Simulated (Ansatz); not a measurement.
Hf in Ansatz: convergence with k mesh

Crystal: Hf.

```xyz
1
Lattice="-1.7354 1.7881 1.8403 1.7684 -1.7611 1.8463 1.7818 1.8075 -1.8133" Properties=species:S:1:pos:R:3 pbc="T T T"
Hf   -0.0019   -0.0364   -0.0241
```

The cell isn't the ideal one: cell strained at random at fixed volume.

| Item | Value |
| --- | --- |
| Program | Ansatz 0.2.0 |
| Task | convergence study |
| Functional | PBE |
| Potentials or basis | Ansatz PAW |
| Cutoff | 420 eV (not typed: the program's choice for these potentials) |
| k mesh | 3 × 3 × 3 |
| Occupations | fermi-dirac, width 0.1 eV |
| Spin | no spin polarisation |

These are the settings of the first run; the series varies k mesh, with any setting tied to it.

Hardware: 2 threads of Intel(R) Xeon(R) Processor @ 2.50GHz (Skylake/Cascade Lake) (shared host).

Problem. The values tried are 3 × 3 × 3, 4 × 4 × 4, 5 × 5 × 5, 6 × 6 × 6, 7 × 7 × 8, 9 × 9 × 9, 12 × 12 × 12, 14 × 14 × 14, 17 × 17 × 17, loosest first. From which on does the energy stay within 1 meV/atom of the tightest run that finished?

Solution. From 12 × 12 × 12 on.

| k mesh | energy less the tightest run, at zero smearing (meV/atom) | pressure (GPa) | SCF cycles | CPU time (s) | peak memory (GiB) |
| --- | --- | --- | --- | --- | --- |
| 3 × 3 × 3 | -30.86 | -4.84 | 6 | 1.4 | 0.29 |
| 4 × 4 × 4 | -50.07 | -4.58 | 6 | 2.1 | 0.3 |
| 5 × 5 × 5 | -16.43 | -5.75 | 6 | 2.9 | 0.32 |
| 6 × 6 × 6 | 20.34 | -4.13 | 6 | 4.5 | 0.34 |
| 7 × 7 × 8 | 1.71 | -4.43 | 6 | 7.2 | 0.38 |
| 9 × 9 × 9 | 3.93 | -4.53 | 6 | 13 | 0.43 |
| 12 × 12 × 12 | 0.72 | -4.60 | 6 | 30 | 0.58 |
| 14 × 14 × 14 | -0.55 | -4.60 | 6 | 47 | 0.74 |
| 17 × 17 × 17 | 0.00 | -4.58 | 6 | 84 | 1.1 |

Against the tightest run, the pressure stays within 0.1 GPa from 9 × 9 × 9 on. Meshes of other sizes hit other points, so gaps and Fermi surfaces needn't settle smoothly. The tightest run that finished is the yardstick and may itself not be fully converged.

Spin-orbit coupling is left out, which matters for the levels of Hf.
